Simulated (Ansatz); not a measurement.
A (110) slab of ZrN (Fm-3m (No. 225)), 7 planes, outer planes ZrN (top) and ZrN (bottom), with 14 atoms (Zr7N7) in a surface cell of A = 14.928 Å², as cut from the bulk:

```xyz
14
Lattice="3.2489 0.0000 0.0000 0.0000 4.5947 0.0000 0.0000 0.0000 24.7467" Properties=species:S:1:pos:R:3 pbc="T T T"
Zr    1.6245    2.2973    7.5000
N     1.6245    0.0000    7.5000
Zr    0.0000    0.0000    9.1245
N     0.0000    2.2973    9.1245
Zr    1.6245    2.2973   10.7489
N     1.6245    0.0000   10.7489
Zr    0.0000    0.0000   12.3734
N     0.0000    2.2973   12.3734
Zr    1.6245    2.2973   13.9978
N     1.6245    0.0000   13.9978
Zr    0.0000    0.0000   15.6223
N     0.0000    2.2973   15.6223
Zr    1.6245    2.2973   17.2467
N     1.6245    0.0000   17.2467
```

The calculation used DFT PBE, scalar-relativistic, plane waves, PAW (Ansatz 0.2.0). Cutoff 420 eV; k points 11×8×1 on the computed 14-atom cell (Γ-centred); Gaussian smearing, width 0.10 eV; no spin polarisation. The cell repeats along c with a dipole correction in the vacuum.

Against the same 14 atoms in the bulk, the slab as cut lies 5.241 eV higher and the relaxed slab 4.775 eV higher.

Q: Work out the surface energy before and after relaxation.

A: The slab has two faces, so γ = (E_slab − N·E_bulk)/(2A), the mean of both. As cut: 5.241/(2 × 14.928) = 0.1755 eV/Å², and 1 eV/Å² = 16.02 J/m², so γ = 2.81 J/m². Relaxed: 4.775/(2 × 14.928) = 0.1599 eV/Å² = 2.56 J/m². Relaxation recovers 9 % of the cost of cutting.

Q: What is the ideal work of this cut, per area?

A: Griffith's ideal work is 2γ: 5.62 J/m² if the new faces stay rigid, 5.12 J/m² if they relax. One thickness was run, 7 planes, so γ can still shift with it.

Spin polarisation was left out, and a magnetic state may lie lower.

Most of the cost of this surface is already present in the unrelaxed cut: relaxation lowers γ only from 2.81 to 2.56 J/m². Cutting along (110) removes the Zr–N bonds that pointed out of each surface plane, while those within the plane and to the layer below remain. In ZrN these bonds combine N 2p–Zr 4d covalency with ionic attraction, and small shifts of the surface atoms can strengthen the remaining bonds but not replace the lost ones. The relaxation probably includes some rumpling, with Zr and N moving by different amounts normal to the surface.

Each plane holds Zr and N in equal number, so the cut is nonpolar and stoichiometric. The two faces are also equivalent by symmetry, so the mean γ applies to each, with no dependence on the nitrogen chemical potential. In rocksalt nitrides (100) is normally the cheaper face, as it breaks fewer metal–nitrogen bonds per area. The ideal work found here therefore describes separation along (110), and whether this face would lower its energy further by forming (100) facets remains open.
